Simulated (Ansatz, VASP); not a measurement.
CoO in VASP and in Ansatz

```
Co O
1.0
     2.63144    0.00000    0.00000
     0.00000    2.63144    0.00000
     0.00000    0.00000    2.63144
Co O
1 1
Direct
  0.00000 0.00000 0.00000
  0.50000 0.50000 0.50000
```

Alike in both runs: task single point; functional r2SCAN; k mesh 10 × 10 × 10; occupations gaussian, width 0.02 eV; no spin polarisation; Hubbard terms Co d U = 3.32 eV.

```csv
,VASP,Ansatz
version,VASP 6.6.1,Ansatz 0.2.0
potentials or method,"VASP PAW PBE potentials, release 64 (Co, O)","scalar-relativistic, plane waves, PAW"
plane-wave cutoff (eV),520,500
valence electrons in the cell,15,23
```

VASP gave:

| Property | Result |
| --- | --- |
| gap on the k mesh at the Fermi level (eV) | none |
| pressure (GPa) | -24.2 |

**Question.** Estimate Ansatz's values.

**Answer.** gap on the k mesh at the Fermi level (eV): none; pressure (GPa): -21.6.

The programs project onto different local orbitals, so the same U acts differently. A gap of «none» marks a metal or a gap that the smearing closes. The two sets of potentials don't hold the same shells in valence. Ansatz warned: «filled_band_counts_differ_across_k_points».

Caveats: the PAW data sets were made with another functional, which shifts forces and pressure a little (VASP); an odd number of electrons without spin polarisation forces a metal; a magnetic or distorted state may lie lower; the run has no spin polarisation, though such a crystal can be magnetic; U without spin polarisation on a metal has little footing. Spin polarisation is off, so any magnetic state and its effect on volume and gap are missing.
